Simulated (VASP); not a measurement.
Runs of VASP 6.6.1 on C. The structure is cubic, space group Fd-3m (No. 227). The conventional cell has a = 3.567 Å, b = 3.567 Å, c = 3.567 Å, α = 90.00°, β = 90.00°, γ = 90.00°. Around C (site symmetry -43m) lie 4 C at 1.54 Å. This isn't the form of C at room conditions, which is graphite.

| task | level | potentials or basis | cell | k mesh | cutoff (eV) | smearing | grid for exact exchange (PRECFOCK) | exchange at q = 0 | mesh quality | gap on the mesh (eV) | pressure (GPa) | relaxed volume (Å³/atom) |
| --- | --- | --- | --- | --- | --- | --- | --- | --- | --- | --- | --- | --- |
| electric field gradients | PBE0+D3(BJ) | VASP PAW PBE potentials, release 64 (C) | as given | 7 × 7 × 7 | 520 | gaussian 0.05 eV | Normal | default | coarse | 6.18 | -12.7 | - |
| single point | PBE | VASP PAW PBE potentials, release 64 (C) | as given | 13 × 13 × 13 | 520 | gaussian 0.025 eV | - | - | not flagged | 4.14 | 2.5 | - |
| band structure | HSE03 | VASP PAW PBE potentials, release 64 (C) | as given | 7 × 7 × 7 | 520 | fermi-dirac 0.05 eV | Fast | - | coarse | 5.17 | -6.9 | - |
| band structure | MS2 | VASP PAW PBE potentials, release 64 (C) | as given | 13 × 13 × 13 | 520 | fermi-dirac 0.05 eV | - | - | not flagged | 4.78 | -5.0 | - |
| relaxation of cell and atoms | PBE0 | VASP PAW PBE potentials, release 64 (C) | relaxed | 7 × 7 × 7 | 600 | fermi-dirac 0.05 eV | Fast | default | coarse | 6.22 | 0.0 | 5.57 |
| relaxation of cell and atoms | PBE | VASP PAW PBE potentials, release 64 (C_h) | relaxed | 13 × 13 × 13 | 980 | fermi-dirac 0.05 eV | - | - | not flagged | 4.14 | 0.0 | 5.69 |
| relaxation of cell and atoms | PBEsol+rVV10 | VASP PAW PBE potentials, release 64 (C) | relaxed | 13 × 13 × 13 | 600 | fermi-dirac 0.05 eV | - | - | not flagged | (b) | 0.0 | 5.61 |
| band structure | rSCAN | VASP PAW PBE potentials, release 64 (C) | as given | 13 × 13 × 13 | 520 | fermi-dirac 0.05 eV | - | - | not flagged | 4.37 | -3.4 | - |
| relaxation of cell and atoms | PBE+rVV10 | VASP PAW PBE potentials, release 64 (C) | relaxed | 13 × 13 × 13 | 600 | fermi-dirac 0.05 eV | - | - | not flagged | 4.10 | 0.0 | 5.68 |
| band structure | r2SCAN | VASP PAW PBE potentials, release 64 (C) | as given | 13 × 13 × 13 | 520 | fermi-dirac 0.05 eV | - | - | not flagged | 4.34 | -1.3 | - |
| relaxation of cell and atoms | PBE+MBD | VASP PAW PBE potentials, release 64 (C) | relaxed | 13 × 13 × 13 | 600 | fermi-dirac 0.05 eV | - | - | not flagged | 4.16 | -0.3 | (a) |
| relaxation of cell and atoms | PBE | VASP PAW PBE potentials, release 54 (C) | relaxed | 13 × 13 × 13 | 600 | fermi-dirac 0.05 eV | - | - | not flagged | 4.13 | 0.0 | 5.70 |

Alike in all rows: no spin polarisation.

Task: Fill in the values left out.

Result: (a) 5.63; (b) 4.02.

Caveats: some runs use coarse meshes; an odd mesh through Γ misses points on the zone boundary, where band edges often lie (some runs); the PAW data sets were made with another functional, which shifts forces and pressure a little (some runs); the mesh misses the band edges, which the band path finds closer together (some runs).

Not every run made on this cell is shown here.
